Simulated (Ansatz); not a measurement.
## Random displacements in SnO

Method: DFT r2SCAN, scalar-relativistic, plane waves, PAW (Ansatz 0.2.0). Settings: plane waves to 500 eV, k-mesh 10×10×4 (Γ-centred), Gaussian smearing 0.03 eV. No spin polarisation. Energies are free energies at this smearing, counted from the undisturbed cell; pressure is positive in compression.

The starting cell (relaxed at this level):

```
Sn O
1.0
     2.69239   -2.69239    0.00000
     2.69239    2.69239    0.00000
     0.00000    0.00000    9.88135
Sn O
4 4
Direct
  0.75009 0.24991 0.86610
  0.24991 0.75009 0.13390
  0.74991 0.25009 0.36610
  0.25009 0.74991 0.63390
  0.24990 0.25010 0.25000
  0.75010 0.74990 0.75000
  0.25010 0.24990 0.75000
  0.74990 0.75010 0.25000
```

The atoms are displaced (Å, in the unstrained cell):

```tsv
atom	ux	uy	uz
Sn1	0.030	0.021	-0.005
Sn2	0.086	0.066	-0.014
Sn3	0.019	-0.044	-0.050
Sn4	0.022	0.047	0.072
O5	-0.018	0.005	0.022
O6	0.016	0.018	-0.036
O7	-0.067	-0.059	-0.057
O8	-0.087	-0.054	0.069
```

Strain (Voigt, engineering shear): (-0.0040, 0.0113, 0.0016, 0.0127, 0.0001, 0.0304).

(1) What are the energy change, the stress and the forces?

## Answers

(1) ΔE = 48.2 meV/atom; stress (xx, yy, zz, yz, xz, xy; compression positive) (3.15, 0.58, 2.06, 0.46, 0.34, -0.12) GPa; gap on the mesh 0.41 eV.
| atom | Fx (eV/Å) | Fy | Fz |
| --- | --- | --- | --- |
| Sn1 | -0.14 | -0.11 | -0.52 |
| Sn2 | -0.42 | -0.28 | 0.77 |
| Sn3 | -0.38 | 0.04 | 1.57 |
| Sn4 | -0.39 | -0.46 | -2.07 |
| O5 | -0.05 | -0.37 | -1.12 |
| O6 | -0.37 | -0.26 | 1.31 |
| O7 | 0.90 | 0.83 | 1.25 |
| O8 | 0.85 | 0.61 | -1.18 |

Cost: 1 run of about 3.6 core-minutes, on Oxide Virtual Turin-like Processor (Zen 5) (shared hosts).